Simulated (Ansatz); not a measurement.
# TiAl: energies, forces and stress near the listed structure

A set of self-consistent runs on TiAl under further strains and shifts, distortions that keep the symmetry, to map its energy surface near the listed cell.

Program: Ansatz 0.2.0. Level of theory: DFT PBE, scalar-relativistic, plane waves, PAW. These are calculated values, not measurements.

1 further run of the same task is left out (set aside as unsound or not needed).

## (1) The system as given

Symmetry: P4/mmm, No. 123, tetragonal system. The conventional cell has a = 2.837 Å, b = 2.837 Å, c = 4.059 Å, α = 90.00°, β = 90.00°, γ = 90.00°. Ti (site symmetry 4/mmm) has 4 Ti at 2.84 Å and 8 Al at 2.85 Å as nearest neighbours. Al (site symmetry 4/mmm) is surrounded by 4 Al at 2.84 Å and 8 Ti at 2.85 Å.

Structure file:

```
Ti Al
1.0
     2.83730    0.00000    0.00000
     0.00000    2.83730    0.00000
     0.00000    0.00000    4.05910
Ti Al
1 1
Direct
  0.00000 0.00000 0.00000
  0.50000 0.50000 0.50000
```

The structure comes from the Crystallography Open Database.

## (2) A change within the space group

What differs from the listed cell: strain xx, yy, zz, yz, xz, xy = +4.9, +4.9, -4.1, +0.0, +0.0, +0.0 %.

input.yaml

```yaml
crystal:
  lattice:
    - [2.976526311, 0.0, 0.0]
    - [0.0, 2.976526311, 0.0]
    - [0.0, 0.0, 3.892961037]
  atoms:
    - { symbol: Ti, position: [0.0, 0.0, 0.0] }
    - { symbol: Al, position: [0.5, 0.5, 0.5] }
basis:
  ecutwfc: 420
kpoints:
  mp_grid: { grid: [14, 14, 10] }
hamiltonian:
  xc: pbe
scf:
  occupations: { method: gaussian, width: 0.1 }
output:
  forces: true
  stress: true
  eigenvalues: true
```

Launch:

```
$ ansatz run input.yaml --threads 1 --pin off --max-ram 1331MiB --backend cpu --events-out ev --progress --plain --runs-dir out
```

## (3) A change within the space group

input.yaml, as its differences from that of step 2:

```diff
@@ -2,5 +2,5 @@
   lattice:
-    - [2.976526311, 0.0, 0.0]
-    - [0.0, 2.976526311, 0.0]
-    - [0.0, 0.0, 3.892961037]
+    - [2.762905994, 0.0, 0.0]
+    - [0.0, 2.762905994, 0.0]
+    - [0.0, 0.0, 3.891783898]
   atoms:
@@ -20 +20,2 @@
   eigenvalues: true
+  populations: true
```

## (4) A distortion of lower symmetry

input.yaml, as its differences from that of step 3:

```diff
@@ -2,5 +2,5 @@
   lattice:
-    - [2.762905994, 0.0, 0.0]
-    - [0.0, 2.762905994, 0.0]
-    - [0.0, 0.0, 3.891783898]
+    - [2.680312191, -0.11292454, 0.102483276]
+    - [-0.11292454, 2.680312191, -0.102483276]
+    - [0.146614692, -0.146614692, 4.199828997]
   atoms:
@@ -20,2 +20 @@
   eigenvalues: true
-  populations: true
```

Before running it: what results should come out? Wanted: for each run, case; energy; pressure; largest force.

**Answer**, as computed:

| step | case | energy (meV/atom) | pressure (GPa) | largest force (eV/Å) | gap on the mesh (eV) |
| --- | --- | --- | --- | --- | --- |
| 2 | a change within the space group | +0.0 | -6.2 | 0.00 | 0.00 |
| 3 | a change within the space group | +5.0 | 11.9 | 0.00 | 0.00 |
| 4 | a distortion of lower symmetry | +72.8 | 11.4 | 0.00 | 0.00 |

Energies are counted from step 2, with the smearing taken to zero. A gap of 0.00 means none on the mesh at this level.

In words: The distorted cells of the listed formula and level show no gap on the mesh.
